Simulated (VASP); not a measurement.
Input of a VASP 6.6.1 run:

File INCAR:

```
PREC     = Normal         # precision mode
ENCUT    = 520            # plane-wave cutoff, eV
EDIFF    = 1E-4           # SCF threshold, eV
ISMEAR   = 0              # smearing method
SIGMA    = 0.15           # smearing width, eV
LREAL    = Auto         
LASPH    = True           # aspherical terms in the spheres
NELM     = 60             # most SCF steps
ALGO     = Fast           # electronic algorithm
ISIF     = 3              # what is computed and relaxed
LWAVE    = False          # write WAVECAR
LCHARG   = False          # write CHGCAR
GGA      = PE             # functional
IBRION   = 2              # ionic algorithm
NSW      = 24             # ionic steps
EDIFFG   = -0.08          # ionic threshold
KPAR     = 2
```

KPOINTS

```
Automatic mesh
0
Gamma
  3 3 2
```

POSCAR

```
HfSiO4
1.0
    3.3500000000     -3.0000000000      0.0000000000
    3.3500000000      3.0000000000      0.0000000000
    0.0000000000      0.0000000000      6.7000000000
Hf Si O
2 2 8
Direct
    0.6524000000      0.3476000000      0.2500000000
    0.3476000000      0.6524000000      0.7500000000
    0.8444000000      0.1556000000      0.7500000000
    0.1556000000      0.8444000000      0.2500000000
    0.8050000000      0.8150000000      0.7500000000
    0.1850000000      0.1950000000      0.7500000000
    0.6950000000      0.3050000000      0.5550000000
    0.6950000000      0.3050000000      0.9450000000
    0.1950000000      0.1850000000      0.2500000000
    0.8150000000      0.8050000000      0.2500000000
    0.3050000000      0.6950000000      0.0550000000
    0.3050000000      0.6950000000      0.4450000000
```

Potentials or basis: VASP PAW PBE potentials, release 64 (Hf_pv, Si, O).

Command:

```bash
$ cat potpaw_PBE.64/Hf_pv/POTCAR potpaw_PBE.64/Si/POTCAR potpaw_PBE.64/O/POTCAR > POTCAR
$ mpirun -np 2 vasp_std > vasp.out
```

**Question.** What does it give for the relaxed cell?

**Answer.** a = 4.547 Å, b = 4.547 Å, c = 6.486 Å, α = 90.00°, β = 90.00°, γ = 86.19°.

**Question.** What does it give for the space group after relaxing (to 0.05 Å)?

**Answer.** Cmcm (No. 63).

**Question.** Predict the band gap on the k mesh.

**Answer.** 4.73 eV, indirect (least direct gap 4.89 eV).

**Question.** Predict the relaxed volume.

**Answer.** 11.15 Å³/atom.

Forces in eV/Å, atoms in the order of the input:
```
Hf   0.000 -0.014  0.000
Hf   0.000  0.014  0.000
Si   0.000 -0.046  0.000
Si   0.000  0.046  0.000
O   -0.042  0.027  0.000
O    0.042  0.027  0.000
O    0.000 -0.037 -0.055
O    0.000 -0.037  0.055
O    0.042 -0.027  0.000
O   -0.042 -0.027  0.000
O    0.000  0.037 -0.055
O    0.000  0.037  0.055
```

Caveat: the k mesh is coarse (spacing up to 0.47 Å⁻¹), so the values aren't converged; spin-orbit coupling is left out, which moves the levels of the heavy elements; an odd mesh through Γ misses points on the zone boundary, where band edges often lie; the relaxation stopped at a loose force limit of 0.08 eV/Å, so its end isn't a converged minimum.
